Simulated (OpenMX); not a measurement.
Here is an OpenMX 3.8.5 calculation.

The input run.py:

```python
from ase.io import read
from ase.calculators.openmx import OpenMX
from ase.calculators.mixing import SumCalculator
from dftd3.ase import DFTD3

atoms = read('Pd.cif')

def calculator():
    omx = OpenMX(
        label='Pd',
        command='openmx',
        nohup=True,
        xc='GGA-PBE',
        kpts=(7, 7, 7),
        system_currentdirectory='./',
        data_path='./DFT_DATA13',
        level_of_fileout=0,
        definition_of_atomic_species=[['Pd', 'Pd7.0-s3p2d2', 'Pd_PBE13']],
        atoms_speciesandcoordinates_unit='Ang',
        atoms_speciesandcoordinates=[['1', 'Pd', '0', '0', '0', 8.0, 8.0], ['2', 'Pd', '0', '0', '0', 8.0, 8.0], ['3', 'Pd', '0', '0', '0', 8.0, 8.0], ['4', 'Pd', '0', '0', '0', 8.0, 8.0]],
        scf_spinpolarization='off',
        scf_electronictemperature=580.226,
        scf_energycutoff=400.0,
        scf_maxiter=100,
        scf_eigenvaluesolver='band',
        scf_mixing_type='rmm-diisk',
        scf_init_mixing_weight=0.05,
        scf_min_mixing_weight=0.001,
        scf_max_mixing_weight=0.3,
        scf_mixing_history=25,
        scf_mixing_startpulay=8,
        scf_criterion=1e-08,
        dos_fileout=True,
        dos_erange=(-10.0, 10.0),
        dos_kgrid=(9, 9, 9),
    )
    return SumCalculator([omx, DFTD3(method='pbe', damping='d3zero')])

atoms.calc = calculator()
print('forces_eV_A', atoms.get_forces().round(6).tolist())
print('energy_eV', round(atoms.get_potential_energy(), 6))
print('dispersion_eV', round(atoms.calc.mixer.calcs[1].get_potential_energy(atoms), 6))
```

Pd.cif

```cif
data_Pd
_cell_length_a 3.89300000
_cell_length_b 3.89300000
_cell_length_c 3.89300000
_cell_angle_alpha 90.00000000
_cell_angle_beta 90.00000000
_cell_angle_gamma 90.00000000
_space_group_name_H-M_alt 'Fm-3m'
_space_group_name_Hall '-F 4 2 3'
_space_group_IT_number 225
loop_
_space_group_symop_operation_xyz
'x,y,z'
'-x,-y,-z'
'-y,x,z'
'y,-x,-z'
'-x,-y,z'
'x,y,-z'
'y,-x,z'
'-y,x,-z'
'x,-y,-z'
'-x,y,z'
'-y,-x,-z'
'y,x,z'
'-x,y,-z'
'x,-y,z'
'y,x,-z'
'-y,-x,z'
'z,x,y'
'-z,-x,-y'
'z,-y,x'
'-z,y,-x'
'z,-x,-y'
'-z,x,y'
'z,y,-x'
'-z,-y,x'
'-z,x,-y'
'z,-x,y'
'-z,-y,-x'
'z,y,x'
'-z,-x,y'
'z,x,-y'
'-z,y,x'
'z,-y,-x'
'y,z,x'
'-y,-z,-x'
'x,z,-y'
'-x,-z,y'
'-y,z,-x'
'y,-z,x'
'-x,z,y'
'x,-z,-y'
'-y,-z,x'
'y,z,-x'
'-x,-z,-y'
'x,z,y'
'y,-z,-x'
'-y,z,x'
'x,-z,y'
'-x,z,-y'
'x,y+1/2,z+1/2'
'-x,-y+1/2,-z+1/2'
'-y,x+1/2,z+1/2'
'y,-x+1/2,-z+1/2'
'-x,-y+1/2,z+1/2'
'x,y+1/2,-z+1/2'
'y,-x+1/2,z+1/2'
'-y,x+1/2,-z+1/2'
'x,-y+1/2,-z+1/2'
'-x,y+1/2,z+1/2'
'-y,-x+1/2,-z+1/2'
'y,x+1/2,z+1/2'
[... 40 lines left out ...]
'-x+1/2,-y,z+1/2'
'x+1/2,y,-z+1/2'
'y+1/2,-x,z+1/2'
'-y+1/2,x,-z+1/2'
'x+1/2,-y,-z+1/2'
'-x+1/2,y,z+1/2'
'-y+1/2,-x,-z+1/2'
'y+1/2,x,z+1/2'
'-x+1/2,y,-z+1/2'
'x+1/2,-y,z+1/2'
'y+1/2,x,-z+1/2'
'-y+1/2,-x,z+1/2'
'z+1/2,x,y+1/2'
'-z+1/2,-x,-y+1/2'
'z+1/2,-y,x+1/2'
'-z+1/2,y,-x+1/2'
'z+1/2,-x,-y+1/2'
'-z+1/2,x,y+1/2'
'z+1/2,y,-x+1/2'
'-z+1/2,-y,x+1/2'
'-z+1/2,x,-y+1/2'
'z+1/2,-x,y+1/2'
'-z+1/2,-y,-x+1/2'
'z+1/2,y,x+1/2'
'-z+1/2,-x,y+1/2'
'z+1/2,x,-y+1/2'
'-z+1/2,y,x+1/2'
'z+1/2,-y,-x+1/2'
'y+1/2,z,x+1/2'
'-y+1/2,-z,-x+1/2'
'x+1/2,z,-y+1/2'
'-x+1/2,-z,y+1/2'
'-y+1/2,z,-x+1/2'
'y+1/2,-z,x+1/2'
'-x+1/2,z,y+1/2'
'x+1/2,-z,-y+1/2'
'-y+1/2,-z,x+1/2'
'y+1/2,z,-x+1/2'
'-x+1/2,-z,-y+1/2'
'x+1/2,z,y+1/2'
'y+1/2,-z,-x+1/2'
'-y+1/2,z,x+1/2'
'x+1/2,-z,y+1/2'
'-x+1/2,z,-y+1/2'
'x+1/2,y+1/2,z'
'-x+1/2,-y+1/2,-z'
'-y+1/2,x+1/2,z'
'y+1/2,-x+1/2,-z'
'-x+1/2,-y+1/2,z'
'x+1/2,y+1/2,-z'
'y+1/2,-x+1/2,z'
'-y+1/2,x+1/2,-z'
'x+1/2,-y+1/2,-z'
'-x+1/2,y+1/2,z'
'-y+1/2,-x+1/2,-z'
'y+1/2,x+1/2,z'
'-x+1/2,y+1/2,-z'
'x+1/2,-y+1/2,z'
'y+1/2,x+1/2,-z'
'-y+1/2,-x+1/2,z'
'z+1/2,x+1/2,y'
'-z+1/2,-x+1/2,-y'
'z+1/2,-y+1/2,x'
'-z+1/2,y+1/2,-x'
'z+1/2,-x+1/2,-y'
'-z+1/2,x+1/2,y'
'z+1/2,y+1/2,-x'
'-z+1/2,-y+1/2,x'
'-z+1/2,x+1/2,-y'
'z+1/2,-x+1/2,y'
'-z+1/2,-y+1/2,-x'
'z+1/2,y+1/2,x'
'-z+1/2,-x+1/2,y'
'z+1/2,x+1/2,-y'
'-z+1/2,y+1/2,x'
'z+1/2,-y+1/2,-x'
'y+1/2,z+1/2,x'
'-y+1/2,-z+1/2,-x'
'x+1/2,z+1/2,-y'
'-x+1/2,-z+1/2,y'
'-y+1/2,z+1/2,-x'
'y+1/2,-z+1/2,x'
'-x+1/2,z+1/2,y'
'x+1/2,-z+1/2,-y'
'-y+1/2,-z+1/2,x'
'y+1/2,z+1/2,-x'
'-x+1/2,-z+1/2,-y'
'x+1/2,z+1/2,y'
'y+1/2,-z+1/2,-x'
'-y+1/2,z+1/2,x'
'x+1/2,-z+1/2,y'
'-x+1/2,z+1/2,-y'
loop_
_atom_site_label
_atom_site_type_symbol
_atom_site_symmetry_multiplicity
_atom_site_Wyckoff_symbol
_atom_site_fract_x
_atom_site_fract_y
_atom_site_fract_z
_atom_site_occupancy
Pd1 Pd 4 a 0.0000000000 0.0000000000 0.0000000000 1
```

Potentials or basis: OpenMX 2013 PBE set, Pd7.0-s3p2d2, grid cutoff 400 Ry.

Command:

```sh
$ python run.py > run.log
$ DosMain Pd.Dos.val Pd.Dos.vec < dos.in
$ DosMain Pd.Dos.val Pd.Dos.vec < pdos.in
```

Task: Estimate the dispersion energy per atom.

Result: -0.587 eV.

Task: Predict the band gap on the k mesh.

Result: None (metal or under the smearing width).

States per cell in windows of 1 eV (zero at the Fermi level; states under -8 eV left out):
| from (eV) | total | Pd1_d | Pd2_d | Pd3_d | Pd4_d | Pd1_p | Pd2_p |
| --- | --- | --- | --- | --- | --- | --- | --- |
| -8.0 | 0.01 | 0.00 | 0.00 | 0.00 | 0.00 | 0.00 | 0.00 |
| -7.0 | 0.25 | 0.00 | 0.00 | 0.00 | 0.00 | 0.01 | 0.01 |
| -6.0 | 1.82 | 0.27 | 0.27 | 0.27 | 0.27 | 0.04 | 0.04 |
| -5.0 | 7.67 | 1.61 | 1.61 | 1.61 | 1.61 | 0.11 | 0.11 |
| -4.0 | 6.55 | 1.49 | 1.49 | 1.49 | 1.49 | 0.11 | 0.11 |
| -3.0 | 8.82 | 2.01 | 2.01 | 2.01 | 2.01 | 0.15 | 0.15 |
| -2.0 | 7.22 | 1.68 | 1.68 | 1.68 | 1.68 | 0.10 | 0.10 |
| -1.0 | 7.46 | 1.80 | 1.80 | 1.80 | 1.80 | 0.05 | 0.05 |
| 0.0 | 2.62 | 0.58 | 0.58 | 0.58 | 0.58 | 0.05 | 0.05 |
| 1.0 | 1.00 | 0.12 | 0.12 | 0.12 | 0.12 | 0.09 | 0.09 |
| 2.0 | 0.95 | 0.10 | 0.10 | 0.10 | 0.10 | 0.10 | 0.10 |
| 3.0 | 1.06 | 0.08 | 0.08 | 0.08 | 0.08 | 0.14 | 0.14 |
| 4.0 | 0.94 | 0.07 | 0.07 | 0.07 | 0.07 | 0.14 | 0.14 |
| 5.0 | 0.69 | 0.04 | 0.04 | 0.04 | 0.04 | 0.11 | 0.11 |
| 6.0 | 0.57 | 0.04 | 0.04 | 0.04 | 0.04 | 0.09 | 0.09 |
| 7.0 | 1.17 | 0.09 | 0.09 | 0.09 | 0.09 | 0.10 | 0.10 |

Caveat: the basis of atomic orbitals isn't converged, which shifts pressures, moduli and gaps.
